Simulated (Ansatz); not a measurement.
# Stress against strain in Ti

```xyz
1
Lattice="-1.6410 1.6410 1.6410 1.6410 -1.6410 1.6410 1.6410 1.6410 -1.6410" Properties=species:S:1:pos:R:3 pbc="T T T"
Ti    0.0000    0.0000    0.0000
```

The structure is an experimental refinement, used without relaxation.

Computed with Ansatz 0.2.0, DFT, PBE, all-electron LAPW, scalar-relativistic.

Settings: a Γ-centred 14×14×14 k mesh, Fermi–Dirac smearing of 0.05 eV, basis error target 0.25 meV/atom, no spin polarisation.

The strain is applied along the Cartesian axes of the cell as listed (the other components stay zero). Fractional coordinates are held (clamped ions).

σ is the change of stress from the unstrained cell, which is at -2.40 GPa; tension is positive, so slopes are stress–strain coefficients at that pressure. In a metal the k mesh adds noise.

Only quantities that a quadratic follows smoothly over the whole series are listed; rougher ones are left out.

```tsv
εzz	σzz (GPa)	σxx (GPa)
-0.0300	-2.49	-3.47
-0.0200	-1.59	-2.27
-0.0100	-0.78	-1.11
0.0000	0.00	0.00
0.0200	1.56	2.03
0.0300	2.31	2.97
```

(1) Fit the series and read off the stiffness at zero strain.

(2) One run, at εzz = 0.0100, is withheld. Predict its row.

## Answers

(1) Least-squares fits y = p0 + p1 x + p2 x² to the rows give σzz (GPa): p1 = 79.6, p2 = -120; σxx (GPa): p1 = 107, p2 = -270. So C11 = 80 GPa and C12 = 107 GPa, which gives B = (C11 + 2 C12)/3 = 98 GPa.

(2) The fits give 0.80, 1.04; the run gave 0.78, 1.05.
